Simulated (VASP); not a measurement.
# Zr in VASP: notebook

One wire, Zr, is run at these levels: PBE; tasks: single point.

Everything below comes from runs of VASP 6.6.1. Logs are shortened: lines on timing, memory, paths and dates and some standing lists are left out, and cuts for length are marked.

## Step 1: The structure

The cell holds a wire with vacuum, 2 atoms: a = 10.300 Å, b = 9.300 Å, c = 4.232 Å, α = 90.00°, β = 90.00°, γ = 90.00°.

## Step 2: Single point, PBE, collinear spin, typed start

File INCAR:

```
ALGO = Normal
EDIFF = 1E-7
ENCUT = 520
GGA = PE
ISIF = 2
ISMEAR = 0
ISPIN = 2
LASPH = T
LCHARG = T
LELF = T
LMAXMIX = 4
LORBIT = 11
LREAL = F
LVHAR = T
LWAVE = F
MAGMOM = 1.5 1.5
NBANDS = 23
NELM = 150
PREC = Accurate
SIGMA = 0.05
```

File KPOINTS:

```
k-points
0
Gamma
  1 1 13
```

File POSCAR:

```
Zr
1.0
   10.3000000000      0.0000000000      0.0000000000
    0.0000000000      9.3000000000      0.0000000000
    0.0000000000      0.0000000000      4.2317227226
Zr
2
Direct
    0.4420360676      0.5000000000      0.0000000000
    0.5579639324      0.5000000000      0.5000000000
```

Potentials or basis: VASP PAW PBE potentials, release 64 (Zr_sv).

Launch:

```console
$ cat potpaw_PBE.64/Zr_sv/POTCAR > POTCAR
$ mpirun -np 1 vasp_std > vasp.out
```

OUTCAR:

```text
EDIFF = 1E-7
   ENCUT = 520
   GGA = PE
   ISIF = 2
   ISMEAR = 0
   ISPIN = 2
   LASPH = T
   LORBIT = 11
   LREAL = F
   NELM = 150
   PREC = Accurate

 ion  position               nearest neighbor table
   1  0.442  0.500  0.000-   2 2.43   2 2.43
   2  0.558  0.500  0.500-   1 2.43   1 2.43

  LATTYP: Found a simple orthorhombic cell.
 ALAT       =     4.2317227226
 B/A-ratio  =     2.1976865238
 C/A-ratio  =     2.4339969027

  Lattice vectors:

 A1 = (   0.0000000000,   0.0000000000,  -4.2317227226)
 A2 = (   0.0000000000,   9.3000000000,   0.0000000000)
 A3 = (  10.3000000000,   0.0000000000,   0.0000000000)

Analysis of symmetry for initial positions (statically):
=====================================================================
 Subroutine PRICEL returns:
 Original cell was already a primitive cell.

 Routine SETGRP: Setting up the symmetry group for a
 simple orthorhombic supercell.

 Subroutine GETGRP returns: Found  8 space group operations
 (whereof  4 operations were pure point group operations)
 out of a pool of  8 trial point group operations.

The static configuration has the point symmetry C_2v.
 The point group associated with its full space group is D_2h.

Analysis of symmetry for dynamics (positions and initial velocities):
=====================================================================
 Subroutine PRICEL returns:
 Original cell was already a primitive cell.

 Routine SETGRP: Setting up the symmetry group for a
 simple orthorhombic supercell.

 Subroutine GETGRP returns: Found  8 space group operations
 (whereof  4 operations were pure point group operations)
 out of a pool of  8 trial point group operations.

The dynamic configuration has the point symmetry C_2v.
 The point group associated with its full space group is D_2h.

Analysis of structural, dynamic, and magnetic symmetry:
=====================================================================
 Subroutine PRICEL returns:
 Original cell was already a primitive cell.

 Routine SETGRP: Setting up the symmetry group for a
 simple orthorhombic supercell.

 Subroutine GETGRP returns: Found  8 space group operations
[... 102 lines left out ...]
   EFERMI_NEDOS =   21; number of points for ismear=-14 and -15
   IALGO  =     38    algorithm
   IMIX   =      4    mixing-type and parameters
     AMIX     =   0.40;   BMIX     =  1.00
     AMIX_MAG =   1.60;   BMIX_MAG =  1.00
  volume/ion in A,a.u.               =     202.68      1367.74
  Fermi-wavevector in a.u.,A,eV,Ry     =   0.638067  1.205771  5.539329  0.407129
  Thomas-Fermi vector in A             =   1.703284
   LORBIT       =     11    0 simple, 1 ext, 2 COOP (PROOUT), +10 PAW based schemes
   GGA     = PE    functional components
   LHFCALC =     F    Hartree Fock is set to
   AEXX    =    0.0000 exact exchange contribution
   IVDW    =     0    specifies the selected vdW correction
   LEPSILON=     F    determine dielectric tensor
   LRPA    =     F    only Hartree local field effects (RPA)
 spin polarized calculation
 Gauss-broadening in eV      SIGMA  =   0.05
  energy-cutoff  :      520.00
  volume of cell :      405.36
 maximum number of plane-waves:     10964
 NGX is ok and might be reduce to    80
   NGX = 39   NGY = 35   NGZ = 15

 number of electron      24.0000000 magnetization       0.6153386

 Free energy of the ion-electron system (eV)
  ---------------------------------------------------
  ext. energy  EPLUGINS =         0.00000000
  ---------------------------------------------------
  free energy    TOTEN  =       -10.22030470 eV

  energy without entropy =      -10.21673103  energy(sigma->0) =      -10.21851787

 E-fermi :  -1.7856     XC(G=0):  -2.7920

 val. band max:       -1.8786318471   @ k =   0.0000   0.0000   0.3846
 cond. band min:      -1.7808260308   @ k =   0.0000   0.0000   0.0000
 fundamental gap:      0.0978058163
 Fermi energy:        -1.7855511144

 spin component 1

 k-point     1 :       0.0000    0.0000    0.0000
  band No.  band energies     occupation
      1     -50.8517      1.00000
      2     -50.0494      1.00000
      3     -30.0341      1.00000
      4     -28.9780      1.00000
      5     -28.9709      1.00000
      6     -28.4262      1.00000
[... 171 lines left out ...]
     22       2.9789      0.00000
     23       3.3438      0.00000
 Fermi energy:        -1.7855511144

 spin component 2

 k-point     1 :       0.0000    0.0000    0.0000
  band No.  band energies     occupation
      1     -50.7188      1.00000
      2     -49.9238      1.00000
      3     -29.8723      1.00000
      4     -28.8948      1.00000
      5     -28.7247      1.00000
      6     -28.3549      1.00000
[... 171 lines left out ...]
     22       3.0038      0.00000
     23       3.4161      0.00000

------------------------ aborting loop because EDIFF is reached ----------------------------------------

  FORCE on cell =-STRESS in cart. coord.  units (eV):
  Direction    XX          YY          ZZ          XY          YZ          ZX
  --------------------------------------------------------------------------------------
  -------------------------------------------------------------------------------------
  Total       -0.0368658     -0.1548794      0.1472984      0.0000000      0.0000000      0.0000000
  in kB       -0.1457124     -0.6121628      0.5821986      0.0000000      0.0000000      0.0000000
  external PRESSURE =      -0.0585589 kB  Pullay stress =       0.0000000 kB

 VOLUME and BASIS-vectors are now :
 -----------------------------------------------------------------------------
  energy-cutoff  :      520.00
  volume of cell :      405.36
      direct lattice vectors                 reciprocal lattice vectors
    10.300000000  0.000000000  0.000000000     0.097087379  0.000000000  0.000000000
     0.000000000  9.300000000  0.000000000     0.000000000  0.107526882  0.000000000
     0.000000000  0.000000000  4.231722723     0.000000000  0.000000000  0.236310379

 POSITION                                       TOTAL-FORCE (eV/Angst)
 -----------------------------------------------------------------------------------
      4.55297      4.65000      0.00000        -0.056670      0.000000      0.000000
      5.74703      4.65000      2.11586         0.056670      0.000000      0.000000
 -----------------------------------------------------------------------------------
    total drift:                               -0.000000     -0.000000      0.000000

  FREE ENERGIE OF THE ION-ELECTRON SYSTEM (eV)
  ---------------------------------------------------
  free  energy   TOTEN  =       -10.2203047038 eV

  energy  without entropy=      -10.2167310340  energy(sigma->0) =      -10.21851787

 total charge

# of ion       s       p       d       tot
------------------------------------------
    1        2.204   5.874   2.131  10.209
    2        2.204   5.874   2.131  10.209
--------------------------------------------------
tot          4.407  11.747   4.262  20.417

 magnetization (x)

# of ion       s       p       d       tot
------------------------------------------
    1        0.005   0.002   0.214   0.221
    2        0.005   0.002   0.214   0.221
--------------------------------------------------
tot          0.010   0.005   0.428   0.442
```

OSZICAR:

```text
N       E                     dE             d eps       ncg     rms          rms(c)
DAV:   1     0.154560614322E+03    0.15456E+03   -0.10765E+04   868   0.728E+02
DAV:   2     0.996614374386E+01   -0.14459E+03   -0.13957E+03   919   0.192E+02
[... 20 lines left out ...]
DAV:  23    -0.102203091253E+02   -0.31833E-05   -0.30764E-05   581   0.236E-02    0.542E-04
DAV:  24    -0.102203091279E+02   -0.25898E-08   -0.28932E-05   546   0.220E-02    0.305E-04
DAV:  25    -0.102203055412E+02    0.35866E-05   -0.14332E-05   574   0.154E-02    0.237E-04
DAV:  26    -0.102203049352E+02    0.60605E-06   -0.39091E-06   616   0.815E-03    0.160E-04
DAV:  27    -0.102203046304E+02    0.30477E-06   -0.11996E-06   588   0.455E-03    0.781E-05
DAV:  28    -0.102203047038E+02   -0.73345E-07   -0.85478E-07   574   0.374E-03
   1 F= -.10220305E+02 E0= -.10218518E+02  d E =-.357367E-02  mag=     0.6153
```

It took 2.2 min on 1 thread of Intel Xeon 6975P-C (Granite Rapids), shared host; peak memory 0.56 GiB.

What came out:

```
Free energy                                           : -10.2203 eV
Largest force                                         : 0.057 eV/Å
Band gap on the k mesh                                : none (metal or under the smearing width)
Net moment                                            : 0.62 μB per cell
Site moments                                          : Zr +0.22 μB
Valence electrons inside the program's atomic spheres : Zr 10.21
```

Forces on the atoms (eV/Å):
```
Zr  -0.057  0.000  0.000
Zr   0.057  0.000  0.000
```

## Step 3: Single point, PBE, collinear spin, typed start

This run uses another cell than the first one, of 248.38 Å³/atom, 1.225 times its volume.

INCAR, as its differences from that of step 2:

```diff
@@ -8,4 +8,3 @@
 LASPH = T
-LCHARG = T
-LELF = T
+LCHARG = F
 LMAXMIX = 4
@@ -13,3 +12,2 @@
 LREAL = F
-LVHAR = T
 LWAVE = F
```

KPOINTS is that of step 2.

File POSCAR:

```
Zr
1.0
   10.3000000000      0.0000000000      0.0000000000
    0.0000000000      9.3000000000      0.0000000000
    0.0000000000      0.0000000000      5.1858509768
Zr
2
Direct
    0.4370649153      0.5000000000      0.0000000000
    0.5629350847      0.5000000000      0.5000000000
```

Potentials or basis: VASP PAW PBE potentials, release 64 (Zr_sv).

Launch:

```console
$ cat potpaw_PBE.64/Zr_sv/POTCAR > POTCAR
$ mpirun -np 1 vasp_std > vasp.out
```

Run time: 3.9 min. Hardware: 1 thread of Intel Xeon 6975P-C (Granite Rapids), shared host; peak memory 0.68 GiB.

Results (log left out):

| Item | Value |
| --- | --- |
| Free energy | -9.0855 eV |
| Largest force | 1.386 eV/Å |
| Band gap on the k mesh | none (metal or under the smearing width) |
| Net moment | 0.94 μB per cell |
| Site moments | Zr +0.27 μB |
| Valence electrons inside the program's atomic spheres | Zr 9.82 |

Forces on the atoms (eV/Å):
```
Zr   1.386  0.000  0.000
Zr  -1.386  0.000  0.000
```

Levels at points of the mesh, in eV from the Fermi level:
Spin up:
```tsv
k point	band 10	band 11	band 12	band 13	band 14	band 15
(0.00, 0.00, 0.00)	-0.38	-0.19	-0.10	0.50	0.51	0.59
```
Spin down:
```tsv
k point	band 7	band 8	band 9	band 10	band 11	band 12	band 13	band 14	band 15	band 16
(0.00, 0.00, 0.00)	-27.32	-26.48	-2.02	-0.17	-0.03	0.37	0.74	0.82	0.84	0.98
```
